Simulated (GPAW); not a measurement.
Input of a GPAW 26.7.0 run:

Contents of run.py:

```python
import numpy as np
from ase import Atoms
from gpaw import PW, setup_paths
from gpaw.dft import DFT
from gpaw.hubbard import aoom

setup_paths.insert(0, '.')

atoms = Atoms(['Ni', 'O'],
              cell=[[0.0, 2.09130951, 2.09130951],
                    [2.09130951, 0.0, 2.09130951],
                    [2.09130951, 2.09130951, 0.0]],
              scaled_positions=[[0.0, 0.0, 0.0],
                                [0.5, 0.5, 0.5]],
              pbc=True)
atoms.set_initial_magnetic_moments([2.0, 0.0])

dft = DFT(atoms,
          mode=PW(600),
          xc='PBEsol',
          kpts={'size': (8, 8, 8), 'gamma': True},
          occupations={'name': 'methfessel-paxton', 'order': 0, 'width': 0.05},
          setups={'Ni': ':d,1.0'},
          nbands=24,
          convergence={'density': 0.0001, 'energy': 1e-05},
          maxiter=120,
          txt='gpaw.txt')
print(f'Energy: {dft.calculate_energy():.6f} eV')
print('Forces (eV/A):')
print(dft.calculate_forces().round(4))
print('Stress (eV/A^3):', dft.calculate_stress().round(6))
print('Moments:', dft.magmoms()[1][:, 2].round(3))
dft.write_converged()
dft.write_gpw_file('gs.gpw')
for a, l in {0: 2}.items():
    setup = dft.setups[a]
    for s, D_ii in enumerate(dft.density.D_asii[a]):
        n_mm = aoom(D_ii, l, setup.l_j, setup.n_j, setup.N0_q)[0]
        print(f'atom {a} spin {s} trace {n_mm.trace():.4f} eigenvalues', *np.linalg.eigvalsh(n_mm).round(3))
        np.savetxt(f'occupation-{a}-{s}.dat', n_mm, fmt='%8.4f')
```

Potentials or basis: PAW data sets generated in the run's folder for this functional, pw.

The run is started by

```console
$ gpaw-setup -f PBEsol Ni O
$ OMP_NUM_THREADS=1 python run.py
```

Question: Predict the band gap on the k mesh.

Answer: None (metal or under the smearing width).

Question: Estimate the site moments.

Answer: Ni +1.61; O +0.23 μB.

Question: Estimate the pressure.

Answer: -4.3 GPa.

Eigenvalues of the final occupation matrices:
```tsv
site	spin	trace	eigenvalues
atom 1 	1	5.04	0.99 0.99 0.99 1.03 1.03
atom 1 	2	3.36	0.21 0.21 0.98 0.98 0.98
```

Caveat: the cutoff is short for stress and forces, so pressures can be off by a GPa or more; the stock nickel data set gives pressures a few GPa off other programs; a cell with one magnetic atom can't hold antiferromagnetic order, which such compounds often take. The state reached can hang on the start; a lower one may exist.

**The experiment to reproduce.**

From “Local correlations, non-local screening, multiplets, and band formation in NiO”, 2012, arxiv:1210.6675, for a bulk crystal of NiO: band gap 4.3 eV.

Measured gap of NiO: 4.3 eV (quoted in “Local correlations, non-local screening, multiplets, and band formation in NiO”, 2012, arxiv:1210.6675). This calculation gives 0.00 eV (-4.30 eV). So large a miss can be the level of theory's own, or it may mean another phase, state or a wrong row. The value is that of PBEsol+U on a finite k mesh, which can miss the band edges, without temperature or zero-point motion. The run's magnetic order (collinear spin, ferromagnetic start) needn't be the measured crystal's.
